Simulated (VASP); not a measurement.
## Si: relaxation of shape and atoms at fixed volume with LDA

The system is Si.

```
Si
1.0
     2.67587    0.00000    0.00000
    -1.33794    2.31737    0.00000
     0.00000    0.00000    4.53706
Si
2
Direct
  0.33333 0.66667 0.25000
  0.66667 0.33333 0.75000
```

This isn't the form of Si at room conditions, which is diamond.

The cell isn't the ideal one: a relaxed cell with its volume scaled by 1.02.

| Quantity | Value |
| --- | --- |
| Program | VASP 6.6.1 |
| Task | relaxation of shape and atoms at fixed volume |
| Functional | LDA |
| Potentials or basis | VASP PAW LDA potentials, release 64 (Si) |
| Cutoff | 600 eV |
| k mesh | 18 × 18 × 8 |
| Occupations | methfessel-paxton, width 0.1 eV |
| Spin | no spin polarisation |
| Further INCAR settings | ALGO = Normal; EDIFF = 1e-07; IBRION = 2; EDIFFG = -0.01; NSW = 40; ISIF = 4 |

```yaml
Pressure_after_relaxing: -1.8 GPa
Band_gap_on_the_k_mesh: none (metal or under the smearing width)
```

Final structure:
```xyz
2
Lattice="2.6759 0.0000 0.0000 -1.3379 2.3174 0.0000 0.0000 0.0000 4.5371" Properties=species:S:1:pos:R:3 pbc="T T T"
Si    0.0000    1.5449    1.1343
Si    1.3379    0.7725    3.4028
```

Levels at points of the mesh, in eV from the Fermi level:
```
           k point  band 1  band 2  band 3  band 4  band 5  band 6  band 7  band 8
(0.00, 0.00, 0.00)  -14.68   -8.23   -7.26    8.86    8.86   10.19   10.19   10.46
(0.50, 0.00, 0.00)   -8.33   -7.74   -1.95   -1.63   -1.55   -0.04    3.69    5.90
(0.00, 0.00, 0.50)  -12.94  -12.94    0.56    0.56   10.17   10.17   10.17   10.17
(0.50, 0.00, 0.50)   -6.63   -6.63   -6.05   -6.05    5.19    5.19    5.67    5.67
```

Run time: 18 s on 1 thread of Intel(R) Xeon(R) Platinum 8488C (Sapphire Rapids) (shared host), peak memory 0.16 GiB.

Caveat: the relaxation stopped at its first step, so nothing moved.
